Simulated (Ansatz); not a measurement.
BaF2, one cell by several methods

```xyz
3
Lattice="0.0000 3.1000 3.1000 3.1000 0.0000 3.1000 3.1000 3.1000 0.0000" Properties=species:S:1:pos:R:3 pbc="T T T"
Ba    0.0000    0.0000    0.0000
F     1.5500    1.5500    1.5500
F     4.6501    4.6501    4.6501
```

Atoms are numbered in the order listed.

Conventional cell: a = 6.200 Å, b = 6.200 Å, c = 6.200 Å, α = 90.00°, β = 90.00°, γ = 90.00°. Ba (atom 1) is surrounded by 8 F at 2.68 Å. F (atom 2) is surrounded by 4 Ba at 2.68 Å.

The cell is COD entry 9009004, as deposited and not checked against the literature; nothing was relaxed.

No spin–orbit coupling, which matters for the heavy atoms here.

Levels of theory: DFT, PBE, PAW with Ansatz's default frozen-core files, scalar-relativistic (Ansatz 0.2.0); DFT, PBE, all-electron LAPW, scalar-relativistic (Ansatz 0.2.0).

For PAW: a Γ-centred 8×8×8 k mesh, Fermi–Dirac smearing of 0.01 eV, cutoff 420 eV, no spin polarisation. LAPW targets a basis error of 1 meV/atom. The Ansatz runs share mesh, smearing and spin set-up. Plane-wave (PAW) pressures include the program's estimate of the Pulay term.

Stress and pressure are positive in compression.

Levels count from the top of the valence band.

PAW results:

```json
{"quantity": "pressure (GPa)", "PAW": "1.27"}
{"quantity": "band gap (eV)", "PAW": "6.827"}
{"quantity": "highest filled level at K (eV)", "PAW": "-0.172"}
{"quantity": "lowest empty level at K (eV)", "PAW": "7.569"}
{"quantity": "highest filled level at X (eV)", "PAW": "-0.164"}
{"quantity": "lowest empty level at X (eV)", "PAW": "7.310"}
{"quantity": "highest filled level at U (eV)", "PAW": "-0.172"}
{"quantity": "lowest empty level at U (eV)", "PAW": "7.569"}
```

(1) What does LAPW (all electrons) give for the same quantities?

Answers

(1) 
```csv
quantity,LAPW
pressure (GPa),1.27
band gap (eV),6.823
highest filled level at K (eV),-0.172
lowest empty level at K (eV),7.569
highest filled level at X (eV),-0.164
lowest empty level at X (eV),7.310
highest filled level at U (eV),-0.172
lowest empty level at U (eV),7.569
```
